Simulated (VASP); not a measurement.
A VASP 6.6.1 single-point calculation on BeSe

INCAR

```
LASPH = .TRUE.
LCHARG = .FALSE.
TIME = 4
ENCUT = 520
LWAVE = .FALSE.
NSW = 0
GGA = PE
NELM = 78
IBRION = -1
ISMEAR = -1
ISIF = 2
EDIFF = 1E-7
PREC = Accurate
NBANDS = 11
LREAL = .FALSE.
SIGMA = 0.02
ALGO = Damped
```

KPOINTS

```
KPOINTS created by Atomic Simulation Environment
0
Gamma
8 8 8
0 0 0
```

POSCAR

```
Be Se
 1.0000000000000000
     0.0000000000000000    2.5810353737346929    2.5810353737346929
     2.5810353737346929    0.0000000000000000    2.5810353737346929
     2.5810353737346929    2.5810353737346929    0.0000000000000000
 Be  Se
   1   1
Cartesian
  0.0000000000000000  0.0000000000000000 -0.0000000000000000
  1.2905176868673465  1.2905176868673465  1.2905176868673465
```

The recommended PBE PAW datasets give the neutral cell 8 valence electrons.

Command

```
mpirun -np 1 vasp_std
```

OSZICAR

```
N       E                     dE             d eps       ncg     rms           ort
DAV:   1     0.384866231283E+02    0.38487E+02   -0.37803E+03   319   0.682E+02
DAV:   2    -0.250781512862E+01   -0.40994E+02   -0.38826E+02   319   0.138E+02
DAV:   3    -0.805412088732E+01   -0.55463E+01   -0.51349E+01   319   0.515E+01
DAV:   4    -0.883912512429E+01   -0.78500E+00   -0.77078E+00   319   0.198E+01
DAV:   5    -0.895112357197E+01   -0.11200E+00   -0.11039E+00   319   0.680E+00
SDA:   6    -0.880476500877E+01    0.14636E+00   -0.45241E+00   319   0.113E+00   0.000E+00
DMP:   7    -0.818044574649E+01    0.62432E+00   -0.71881E+01   319   0.173E+01  -0.398E+00
DMP:   8     0.255305721294E+01    0.10734E+02   -0.16063E+03   319   0.391E+02  -0.634E+01
DMP:   9     0.136698345124E+03    0.13415E+03   -0.15074E+04   319   0.368E+03  -0.540E+02
DMP:  10     0.191021124679E+03    0.54323E+02   -0.31702E+04   319   0.776E+03  -0.941E+02
...
DMP:  70     0.295060291344E+03    0.75279E+02   -0.13214E+04   319   0.307E+03  -0.136E+03
DMP:  71     0.221378016714E+03   -0.73682E+02   -0.91429E+03   319   0.209E+03  -0.111E+03
DMP:  72     0.299448486072E+03    0.78070E+02   -0.64485E+03   319   0.160E+03  -0.484E+01
DMP:  73     0.223103108851E+03   -0.76345E+02   -0.91947E+03   319   0.211E+03  -0.112E+03
DMP:  74     0.298055795477E+03    0.74953E+02    0.32128E+04   319  -0.677E+03   0.735E+03
DMP:  75     0.222939184646E+03   -0.75117E+02   -0.93460E+03   319   0.214E+03  -0.116E+03
DMP:  76     0.292516253818E+03    0.69577E+02    0.40212E+04   319  -0.853E+03   0.889E+03
DMP:  77     0.221466705450E+03   -0.71050E+02   -0.78460E+03   319   0.182E+03  -0.843E+02
DMP:  78     0.292859129113E+03    0.71392E+02   -0.24512E+05   319   0.534E+04  -0.459E+04
   1 F= 0.29285913E+03 E0= 0.29285945E+03  d E =-.636751E-03
```

Standard output (part)

```
POSCAR found type information on POSCAR BeSe
 POSCAR found :  2 types and       2 ions
 LDA part: xc-table for (Slater+PW92), standard interpolation
 POSCAR, INCAR and KPOINTS ok, starting setup
 WAVECAR not read
 entering main loop
 final diagonalization occupied
|     The electronic self-consistency was not achieved in the given           |
|     number of steps (NELM). The forces and other quantities evaluated       |
|     might not be reliable so examine the results carefully. If you find     |
|     spurious results, we suggest increasing NELM, if you were close to      |
|     convergence or switching to a different ALGO or adjusting the           |
|     density mixing parameters otherwise.                                    |
```

It didn't converge.

The fault: damping step far too long.

The run took about 22 s on one core of a shared host (Intel Xeon 6975P-C) and held 0.16 GiB at most.
